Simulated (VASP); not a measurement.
# ZnSe (Stilleite) (F-43m) in VASP: further runs

The runs below take ZnSe (Stilleite) through relaxation of cell and atoms, with PBE+rVV10, PBE+TS, PBE+MBD, PBEsol+D3.

Program: VASP 6.6.1. These are calculated values, not measurements. Logs are shortened: lines on timing, memory, paths and dates and some standing lists are left out, and cuts for length are marked.

**1. The crystal as given**

It takes space group F-43m (No. 216, cubic). The conventional cell has a = 5.668 Å, b = 5.668 Å, c = 5.668 Å, α = 90.00°, β = 90.00°, γ = 90.00°. Se (site symmetry -43m) is surrounded by 4 Zn at 2.45 Å. Around Zn (site symmetry -43m) lie 4 Se at 2.45 Å.

**2. Relaxation of cell and atoms, PBE+rVV10**

The input, INCAR:

```
PREC = Accurate ; ENCUT = 600
EDIFF = 1E-6 ; ISMEAR = -1
SIGMA = 0.05 ; LREAL = F
LASPH = T ; NELM = 100
ALGO = Normal ; ISIF = 3
LWAVE = F ; LCHARG = F
GGA = PE ; LUSE_VDW = T
IVDW_NL = 2 ; BPARAM = 10.0
CPARAM = 0.0093 ; IBRION = 2
NSW = 40 ; EDIFFG = -0.02
```

The input, KPOINTS:

```
Automatic mesh
0
Gamma
  8 8 8
```

The input, POSCAR:

```
ZnSe
1.0
    0.0000000000      2.8338000000      2.8338000000
    2.8338000000      0.0000000000      2.8338000000
    2.8338000000      2.8338000000      0.0000000000
Se Zn
1 1
Direct
    0.7500000000      0.7500000000      0.7500000000
    0.0000000000      0.0000000000      0.0000000000
```

Potentials or basis: VASP PAW PBE potentials, release 64 (Se, Zn).

Command:

```console
> cat potpaw_PBE.64/Se/POTCAR potpaw_PBE.64/Zn/POTCAR > POTCAR
> mpirun -np 1 vasp_std > vasp.out
```

OUTCAR:

```text
PREC = Accurate
   ENCUT = 600
   EDIFF = 1E-6
   ISMEAR = -1
   LREAL = F
   LASPH = T
   NELM = 100
   ISIF = 3
   GGA = PE
   IVDW_NL = 2
   BPARAM = 10.0
   IBRION = 2
   NSW = 40
   EDIFFG = -0.02

 ion  position               nearest neighbor table
   1  0.750  0.750  0.750-   2 2.45   2 2.45   2 2.45   2 2.45
   2  0.000  0.000  0.000-   1 2.45   1 2.45   1 2.45   1 2.45

  LATTYP: Found a face centered cubic cell.
 ALAT       =     5.6676000000

  Lattice vectors:

 A1 = (   0.0000000000,   2.8338000000,   2.8338000000)
 A2 = (   2.8338000000,   0.0000000000,   2.8338000000)
 A3 = (   2.8338000000,   2.8338000000,   0.0000000000)

Analysis of symmetry for initial positions (statically):
=====================================================================
 Subroutine PRICEL returns:
 Original cell was already a primitive cell.

 Routine SETGRP: Setting up the symmetry group for a
 face centered cubic supercell.

 Subroutine GETGRP returns: Found 24 space group operations
 (whereof 24 operations were pure point group operations)
 out of a pool of 48 trial point group operations.

The static configuration has the point symmetry T_d .

Analysis of symmetry for dynamics (positions and initial velocities):
=====================================================================
 Subroutine PRICEL returns:
 Original cell was already a primitive cell.

 Routine SETGRP: Setting up the symmetry group for a
 face centered cubic supercell.

 Subroutine GETGRP returns: Found 24 space group operations
 (whereof 24 operations were pure point group operations)
 out of a pool of 48 trial point group operations.

The dynamic configuration has the point symmetry T_d .

 Subroutine INISYM returns: Found 24 space group operations
 (whereof 24 operations are pure point group operations),
 and found     1 'primitive' translations

----------------------------------------------------------------------------------------

                                     Primitive cell

  volume of cell :      45.5132

  direct lattice vectors                    reciprocal lattice vectors
     0.000000000  2.833800000  2.833800000    -0.176441527  0.176441527  0.176441527
     2.833800000  0.000000000  2.833800000     0.176441527 -0.176441527  0.176441527
     2.833800000  2.833800000  0.000000000     0.176441527  0.176441527 -0.176441527

  length of vectors
     4.007598393  4.007598393  4.007598393     0.305605690  0.305605690  0.305605690

  position of ions in fractional coordinates (direct lattice)
     0.750000000  0.750000000  0.750000000
     0.000000000  0.000000000  0.000000000

  ion indices of the primitive-cell ions
   primitive index   ion index
                 1           1
                 2           2

----------------------------------------------------------------------------------------

 KPOINTS: Automatic mesh

Automatic generation of k-mesh.
 Grid dimensions read from file:
 generate k-points for:    8    8    8

 Generating k-lattice:

  Cartesian coordinates                     Fractional coordinates (reciprocal lattice)
    -0.022055191  0.022055191  0.022055191     0.125000000  0.000000000  0.000000000
     0.022055191 -0.022055191  0.022055191     0.000000000  0.125000000  0.000000000
     0.022055191  0.022055191 -0.022055191     0.000000000  0.000000000  0.125000000

  Length of vectors
     0.038200711  0.038200711  0.038200711

  Shift w.r.t. Gamma in fractional coordinates (k-lattice)
     0.000000000  0.000000000  0.000000000

 Subroutine IBZKPT returns following result:
 ===========================================

 Found     29 irreducible k-points:

 Following reciprocal coordinates:
            Coordinates               Weight
  0.000000  0.000000  0.000000      1.000000
  0.125000  0.000000  0.000000      8.000000
  0.250000  0.000000  0.000000      8.000000
  0.375000  0.000000  0.000000      8.000000
  0.500000  0.000000  0.000000      4.000000
  0.125000  0.125000  0.000000      6.000000
[... 16 lines left out ...]
  0.500000  0.250000  0.125000     48.000000
 -0.375000  0.250000  0.125000     24.000000
 [... further k-points ...]
   k-points           NKPTS =     29   k-points in BZ     NKDIM =     29   number of bands    NBANDS=     13
   number of dos      NEDOS =    301   number of ions     NIONS =      2
   total plane-waves  NPLWV =  32768
   dimension x,y,z NGX =    32 NGY =   32 NGZ =   32
   dimension x,y,z NGXF=    64 NGYF=   64 NGZF=   64
   ions per type =               1   1
   NGX,Y,Z   is equivalent  to a cutoff of  13.27, 13.27, 13.27 a.u.
   NGXF,Y,Z  is equivalent  to a cutoff of  26.55, 26.55, 26.55 a.u.
 SYSTEM =  unknown system
   PREC   = accura    normal or accurate (medium, high low for compatibility)
   ISTART =      0    job   : 0-new  1-cont  2-samecut
   ICHARG =      2    charge: 1-file 2-atom 10-const
   ISPIN  =      1    spin polarized calculation?
   LNONCOLLINEAR =      F non collinear calculations
   LSORBIT =      F    spin-orbit coupling
   LASPH  =      T    aspherical Exc in radial PAW
   ENCUT  =  600.0 eV  44.10 Ry    6.64 a.u.   8.00  8.00  8.00*2*pi/ulx,y,z
   NELM   =    100;   NELMIN=  2; NELMDL= -5     # of ELM steps
   EDIFF  = 0.1E-05   stopping-criterion for ELM
   LREAL  =      F    real-space projection
   EDIFFG = -.2E-01   stopping-criterion for IOM
   NSW    =     40    number of steps for IOM
   IBRION =      2    ionic relax: 0-MD 1-quasi-New 2-CG
   NFREE  =      1    steps in history (QN), initial steepest desc. (CG)
   ISIF   =      3    stress and relaxation
   ISYM   =      2    0-nonsym 1-usesym 2-fastsym
   POTIM  = 0.5000    time-step for ionic-motion
   TEBEG  =    0.0;   TEEND  =   0.0 temperature during run
   PSTRESS=    0.0 pullay stress
   NELECT =      18.0000    total number of electrons
   NUPDOWN=      -1.0000    fix difference up-down
   EMIN   =  10.00;   EMAX   =-10.00  energy-range for DOS
   EFERMI =   0.00;   METHOD = LEGACY
   ISMEAR =    -1;   SIGMA  =   0.05  broadening in eV -4-tet -1-fermi 0-gaus
   EFERMI_NEDOS =   21; number of points for ismear=-14 and -15
   IALGO  =     38    algorithm
   IMIX   =      4    mixing-type and parameters
     AMIX     =   0.40;   BMIX     =  1.00
     AMIX_MAG =   1.60;   BMIX_MAG =  1.00
  volume/ion in A,a.u.               =      22.76       153.57
  Fermi-wavevector in a.u.,A,eV,Ry     =   1.201673  2.270834 19.647073  1.444019
  Thomas-Fermi vector in A             =   2.337476
   LORBIT       =      0    0 simple, 1 ext, 2 COOP (PROOUT), +10 PAW based schemes
   GGA     = PE    functional components
   LHFCALC =     F    Hartree Fock is set to
   AEXX    =    0.0000 exact exchange contribution
   IVDW_NL    =     2    kernel type
   BPARAM     =10.0000
   IVDW    =     0    specifies the selected vdW correction
   LEPSILON=     F    determine dielectric tensor
   LRPA    =     F    only Hartree local field effects (RPA)
 conjugate gradient relaxation of ions
 non-spin polarized calculation
  energy-cutoff  :      600.00
  volume of cell :       45.51
 maximum number of plane-waves:      1540
   NGX = 17   NGY = 17   NGZ = 17

--------------------------------------- Ionic step        1  -------------------------------------------

 number of electron      17.9999991 magnetization

 Free energy of the ion-electron system (eV)
  ---------------------------------------------------
  ext. energy  EPLUGINS =         0.00000000
  ---------------------------------------------------
  free energy    TOTEN  =        -5.33468091 eV

  energy without entropy =       -5.33468086  energy(sigma->0) =       -5.33468089

------------------------ aborting loop because EDIFF is reached ----------------------------------------

  FORCE on cell =-STRESS in cart. coord.  units (eV):
  Direction    XX          YY          ZZ          XY          YZ          ZX
  --------------------------------------------------------------------------------------
  -------------------------------------------------------------------------------------
  Total        0.3774179      0.3774179      0.3774179     -0.0000000     -0.0000000      0.0000000
  in kB       13.2860375     13.2860375     13.2860375     -0.0000000     -0.0000000      0.0000000
  external PRESSURE =      13.2860375 kB  Pullay stress =       0.0000000 kB
[... 57 lines left out ...]
  energy  without entropy=       -5.3384381657  energy(sigma->0) =       -5.33843823

--------------------------------------- Ionic step        3  -------------------------------------------

 number of electron      18.0000006 magnetization

 Free energy of the ion-electron system (eV)
  ---------------------------------------------------
  ext. energy  EPLUGINS =         0.00000000
  ---------------------------------------------------
  free energy    TOTEN  =        -5.33872813 eV

  energy without entropy =       -5.33872802  energy(sigma->0) =       -5.33872808

 E-fermi :   2.0273     XC(G=0):  -9.3147

 val. band max:        1.4189506046   @ k =   0.0000   0.0000   0.0000
 cond. band min:       2.5652796183   @ k =   0.0000   0.0000   0.0000
 fundamental gap:      1.1463290137
 Fermi energy:         2.0273321053

 k-point     1 :       0.0000    0.0000    0.0000
  band No.  band energies     occupation
      1     -11.7149      2.00000
      2      -5.0419      2.00000
      3      -5.0419      2.00000
      4      -5.0419      2.00000
      5      -4.6898      2.00000
      6      -4.6898      2.00000
      7       1.4190      1.99999
      8       1.4190      1.99999
      9       1.4190      1.99999
     10       2.5653      0.00004
     11       7.1993      0.00000
     12       7.1993      0.00000
     13       7.1993      0.00000
[... 353 lines left out ...]
 k-point    24 :      -0.3750    0.2500    0.1250
  band No.  band energies     occupation
      1     -10.8297      2.00000
      2      -4.9423      2.00000
      3      -4.9074      2.00000
      4      -4.7198      2.00000
      5      -4.6831      2.00000
      6      -4.4913      2.00000
      7      -3.3755      2.00000
      8      -0.9362      2.00000
      9      -0.0016      2.00000
     10       5.5545      0.00000
     11       6.8983      0.00000
     12       8.7318      0.00000
     13       9.9503      0.00000

 [... further k-points ...]
[... 5 lines left out ...]
  --------------------------------------------------------------------------------------
  -------------------------------------------------------------------------------------
  Total       -0.0107866     -0.0107866     -0.0107866     -0.0000000     -0.0000000     -0.0000000
  in kB       -0.3716576     -0.3716576     -0.3716576     -0.0000000     -0.0000000     -0.0000000
  external PRESSURE =      -0.3716576 kB  Pullay stress =       0.0000000 kB
[... 17 lines left out ...]
  FREE ENERGIE OF THE ION-ELECTRON SYSTEM (eV)
  ---------------------------------------------------
  free  energy   TOTEN  =        -5.3387281295 eV

  energy  without entropy=       -5.3387280225  energy(sigma->0) =       -5.33872808

 reached required accuracy - stopping structural energy minimisation
```

Run time: 1.7 min. Hardware: 1 thread of Intel Xeon Platinum 8488C (Sapphire Rapids), shared host; peak memory 0.32 GiB.

Results:

| Quantity | Value |
| --- | --- |
| Free energy | -5.3387 eV |
| Relaxed volume | 23.25 Å³/atom |
| Relaxed cell | a = 4.036 Å, b = 4.036 Å, c = 4.036 Å, α = 60.00°, β = 60.00°, γ = 60.00° |
| Space group after relaxing (to 0.05 Å) | F-43m (No. 216) |
| Energy gained by relaxing | 2.0 meV/atom |
| Ionic steps | 3 |
| Pressure after relaxing | 0.0 GPa |
| Band gap on the k mesh | 1.15 eV, direct |

The path:
```tsv
step	energy change (eV)	largest force (eV/Å)	pressure (GPa)	volume (Å³)
1	0.0000	0.0000	1.33	45.51
2	-0.0038	0.0000	-0.35	46.77
3	-0.0040	0.0000	-0.04	46.50
```

Final structure:
```
Se Zn
1.0
     0.00000    2.85413    2.85413
     2.85413    0.00000    2.85413
     2.85413    2.85413    0.00000
Se Zn
1 1
Direct
  0.75000 0.75000 0.75000
  0.00000 0.00000 0.00000
```

PBE gaps usually lie below the measured ones, often by a third to a half. Zero-point motion and thermal expansion aren't in these numbers.

**3. Relaxation of cell and atoms, PBE+TS**

The input, INCAR:

```
SYSTEM = ZnSe
  PREC = Accurate
  ENCUT = 600
  EDIFF = 1E-7
  ISMEAR = -1
  SIGMA = 0.05
  LREAL = .False.
  LASPH = .True.
  NELM = 100
  ALGO = Fast
  ISIF = 3
  LWAVE = .False.
  LCHARG = .False.
  GGA = PE
  IVDW = 2
  IBRION = 2
  NSW = 60
  EDIFFG = -0.01
```

The input, KPOINTS:

```
regular mesh
0
Gamma
  8 8 8
  0 0 0
```

POSCAR is that of step 2.

Potentials or basis: VASP PAW PBE potentials, release 64 (Se, Zn).

Command:

```console
> cat potpaw_PBE.64/Se/POTCAR potpaw_PBE.64/Zn/POTCAR > POTCAR
> mpirun -np 1 vasp_std > vasp.out
```

Wall time 43 s (1 thread of Intel Xeon Platinum 8488C (Sapphire Rapids), shared host); peak memory 0.19 GiB.

The run converged. Its results:

```yaml
Free_energy: -6.5359 eV
Relaxed_volume: 23.18 Å³/atom
Relaxed_cell: a = 4.032 Å, b = 4.032 Å, c = 4.032 Å, α = 60.00°, β = 60.00°, γ = 60.00°
Space_group_after_relaxing_to_0.05_Å: F-43m (No. 216)
Energy_gained_by_relaxing: 1.6 meV/atom
Ionic_steps: 3
Pressure_after_relaxing: 0.0 GPa
Band_gap_on_the_k_mesh: 1.22 eV, direct
Hirshfeld_charges: Se -0.19; Zn +0.19 e
Dispersion_energy_per_atom: -0.253 eV
```

Step by step:
```tsv
step	energy change (eV)	largest force (eV/Å)	pressure (GPa)	volume (Å³)
1	0.0000	0.0000	1.25	45.51
2	-0.0028	0.0000	-0.50	46.69
3	-0.0033	0.0000	-0.02	46.36
```

Final structure:
```cif
data_structure
_symmetry_space_group_name_H-M 'P 1'
_symmetry_Int_Tables_number 1
_cell_length_a 4.0324
_cell_length_b 4.0324
_cell_length_c 4.0324
_cell_angle_alpha 60.000
_cell_angle_beta 60.000
_cell_angle_gamma 60.000
_cell_volume 46.36
loop_
_atom_site_label
_atom_site_type_symbol
_atom_site_fract_x
_atom_site_fract_y
_atom_site_fract_z
_atom_site_occupancy
Se1 Se 0.75000 0.75000 0.75000 1
Zn1 Zn 0.00000 0.00000 0.00000 1
```

Levels at points of the mesh, in eV from the valence-band top:
| k point | band 7 | band 8 | band 9 | band 10 | band 11 | band 12 |
| --- | --- | --- | --- | --- | --- | --- |
| (0.00, 0.00, 0.00) | 0.00 | 0.00 | 0.00 | 1.22 | 5.81 | 5.81 |
| (0.50, 0.00, 0.00) | -5.11 | -0.84 | -0.84 | 2.51 | 6.38 | 6.38 |
| (0.50, 0.50, 0.00) | -4.67 | -2.12 | -2.12 | 3.03 | 3.46 | 10.61 |

A hybrid or GW would open this gap; PBE tends to underestimate it. Zero-point motion and thermal expansion aren't in these numbers.

(Continued in part 2 of 2.)
